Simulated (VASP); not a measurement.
Wanted: the native input for a VASP 6.6.1 run.

```yaml
Task: electron localisation function
Functional: PBE
Dispersion: D3
Potentials_or_basis: VASP PAW PBE potentials, release 64 (Se, Li_sv)
Cutoff: 520 eV
k_mesh: 8 × 8 × 8
Occupations: gaussian, width 0.05 eV
Spin: no spin polarisation
Further_INCAR_settings: ALGO = Fast; EDIFF = 1e-07
```

The structure of Li2Se lies in POSCAR:

```
Li2Se
1.0
    0.0000000000      3.0025000000      3.0025000000
    3.0025000000      0.0000000000      3.0025000000
    3.0025000000      3.0025000000      0.0000000000
Se Li
1 2
Cartesian
    0.0000000000      0.0000000000      0.0000000000
    4.5037500000      4.5037500000      4.5037500000
    1.5012500000      1.5012500000      1.5012500000
```

One way to write it, as run:

INCAR

```
SYSTEM = Li2Se
  PREC = Accurate
  ENCUT = 520
  EDIFF = 1E-7
  ISMEAR = 0
  SIGMA = 0.05
  LREAL = .False.
  LASPH = .True.
  NELM = 80
  ALGO = Fast
  ISIF = 2
  LWAVE = .False.
  LCHARG = .True.
  GGA = PE
  IVDW = 11
  LELF = .True.
```

KPOINTS

```
regular mesh
0
Gamma
  8 8 8
  0 0 0
```

Potentials or basis: VASP PAW PBE potentials, release 64 (Se, Li_sv).

The run is started by

```console
$ cat potpaw_PBE.64/Se/POTCAR potpaw_PBE.64/Li_sv/POTCAR > POTCAR
$ mpirun -np 1 vasp_std > vasp.out
```

Results of the run:

| Item | Value |
| --- | --- |
| Band gap on the k mesh | 2.97 eV, indirect (least direct gap 3.39 eV) |
| Dispersion energy per atom | -0.185 eV |

Run time: 15 s on 1 thread of Intel(R) Xeon(R) 6975P-C (Granite Rapids), with other jobs on the host, peak memory 0.18 GiB.
